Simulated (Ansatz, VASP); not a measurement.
# Cr: VASP beside Ansatz

```
Cr
1.0
     2.45805    0.00000    0.00000
    -1.22902    2.12873    0.00000
     0.00000    0.00000    4.38143
Cr
2
Direct
  0.00000 0.00000 0.00000
  0.33333 0.66667 0.50000
```

Alike in both runs: functional PBEsol; k mesh 9 × 9 × 6; occupations gaussian, width 0.1 eV; collinear spin.

Ansatz relaxed the structure, and its values are those at the end. VASP's run is a single point on that final structure, the one shown.

|  | VASP | Ansatz |
| --- | --- | --- |
| version | VASP 6.6.1 | Ansatz 0.2.0 |
| potentials or method | VASP PAW PBE potentials, release 64 (Cr_pv) | scalar-relativistic, plane waves, PAW |
| plane-wave cutoff (eV) | 520 | 420 |
| valence electrons in the cell | 24 | 28 |

VASP gave:

| Item | Value |
| --- | --- |
| gap on the k mesh at the Fermi level (eV) | none |
| pressure (GPa) | -0.4 |
| net moment per atom (μB) | 0.00 |

Q: Estimate Ansatz's values.

A: gap on the k mesh at the Fermi level (eV): none; pressure (GPa): 0.0; net moment per atom (μB): 0.00.

A gap of «none» marks a metal or a gap that the smearing closes. The two sets of potentials don't hold the same shells in valence. Ansatz warned: «seeded_moment_not_kept».

Caveats: the PAW data sets were made with another functional, which shifts forces and pressure a little (VASP).
